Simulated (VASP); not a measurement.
A run of VASP 6.6.1 is set up as follows.

INCAR

```
PREC     = Accurate       # precision mode
ENCUT    = 520            # plane-wave cutoff, eV
EDIFF    = 1E-7           # SCF threshold, eV
ISMEAR   = 0              # smearing method
SIGMA    = 0.1            # smearing width, eV
LREAL    = F              # projectors in reciprocal space
LASPH    = T              # aspherical terms in the spheres
NELM     = 60             # most SCF steps
ALGO     = Normal         # electronic algorithm
ISIF     = 3              # what is computed and relaxed
LWAVE    = F              # write WAVECAR
LCHARG   = F              # write CHGCAR
GGA      = PS             # functional
IBRION   = 2              # ionic algorithm
NSW      = 80             # ionic steps
EDIFFG   = -0.002         # ionic threshold
PSTRESS  = 300.0
```

Contents of KPOINTS:

```
regular mesh
0
Gamma
  6 6 6
```

POSCAR

```
Se                                      
1.0
    1.9760053195      1.1408472233      0.9866355630
   -1.9760053195      1.1408472233      0.9866355630
    0.0000000000     -2.2816944471      0.9866355632
  Se            
     1
Direct
     0.0000000000000000    0.0000000000000000    0.0000000000000000
```

Potentials or basis: VASP PAW PBE potentials, release 64 (Se).

Run with:

```sh
$ cat potpaw_PBE.64/Se/POTCAR > POTCAR
$ mpirun -np 1 vasp_std > vasp.out
```

Question: Estimate the relaxed cell.

Answer: a = 2.612 Å, b = 2.612 Å, c = 2.612 Å, α = 104.68°, β = 104.68°, γ = 104.68°.

Question: What does it give for the space group after relaxing (to 0.05 Å)?

Answer: R-3m (No. 166).

Question: What does it give for the band gap on the k mesh?

Answer: None (metal or under the smearing width).

Step by step:
```
step  energy change (eV)  largest force (eV/Å)  pressure (GPa)  volume (Å³)
   1              0.0000                0.0000           75.01        13.35
   2             -0.9096                0.0000           -8.54        21.97
   3             -0.7625                0.0000           26.14        15.93
   4             -0.7187                0.0000           29.38        15.68
   5             -0.7096                0.0000           30.04        15.63
   6             -0.7228                0.0000           30.22        15.67
   7             -0.7226                0.0000           30.21        15.67
   8             -0.7225                0.0000           30.21        15.67
   9             -0.7297                0.0000           29.69        15.71
  10             -0.7252                0.0000           30.00        15.68
  11             -0.7253                0.0000           30.01        15.68
  12             -0.7275                0.0000           29.85        15.70
  13             -0.7254                0.0000           29.99        15.68
  14             -0.7255                0.0000           29.99        15.68
```

Caveat: the k mesh is coarse (spacing up to 0.47 Å⁻¹), so the values aren't converged; the cell is relaxed towards a set pressure, so the enthalpy falls and the energy may rise; the volume moved by over 15 % at a fixed basis, so the end points are rough; the PAW data sets were made with another functional, which shifts forces and pressure a little. Zero-point motion and thermal expansion aren't in these numbers.
